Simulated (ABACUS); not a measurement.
Runs of ABACUS 3.10.1 on Bi. Symmetry: Im-3m, No. 229, cubic system. The conventional cell has a = 3.963 Å, b = 3.963 Å, c = 3.963 Å, α = 90.00°, β = 90.00°, γ = 90.00°. Bi (site symmetry m-3m) is surrounded by 8 Bi at 3.43 Å. This isn't the form of Bi at room conditions, which is rhombohedral.

```tsv
task	level	potentials or basis	k mesh	cutoff (eV)	SCF threshold on the density	eigensolver	symmetry key	orbital files	path	gap on the mesh (eV)	pressure (GPa)	V0 of scaled cells (Å³/atom)	B0 (GPa)
single point	B86bPBE	SG15 ONCV 1.2 PBE, plane waves	7 × 7 × 7	898	1e-08	dav	1	-	-	none	(b)	-	-
equation of state	B86bPBE	SG15 ONCV 1.2 PBE, plane waves	7 × 7 × 7	898	1e-08	dav	1	-	-	-	-	(a)	51
single point	LDA	PseudoDojo NC SR 0.4.1 LDA standard, DZP LCAO (the cutoffs set its grid)	8 × 8 × 8	1361	1e-07	genelpa	1	Bi Bi_confined-atom_8au_2s2p2d.orb	-	none	-1.7	-	-
equation of state	LDA	PseudoDojo NC SR 0.4.1 LDA standard, DZP LCAO (the cutoffs set its grid)	8 × 8 × 8	1361	1e-07	genelpa	1	Bi Bi_confined-atom_8au_2s2p2d.orb	-	-	-	30.24	64
```

Alike in all rows: no spin polarisation; cell as given; smearing fermi-dirac 0.05 eV.

**Question.** Fill in the values left out.

**Answer.** (a) 32.47; (b) 2.4.

Caveats: spin-orbit coupling is left out, which moves the levels of the heavy elements; the potentials were made for another functional, which shifts forces and pressure (some runs); the atomic orbitals were generated for these runs and aren't a published set (some runs); the basis of atomic orbitals isn't converged, which shifts pressures, moduli and gaps (some runs).

A k mesh can miss the band edges, and the runs leave out spin-orbit coupling on Bi.

A gap of «none» marks a metal or a gap under the smearing width.

Runs at the PBE level aren't shown here.
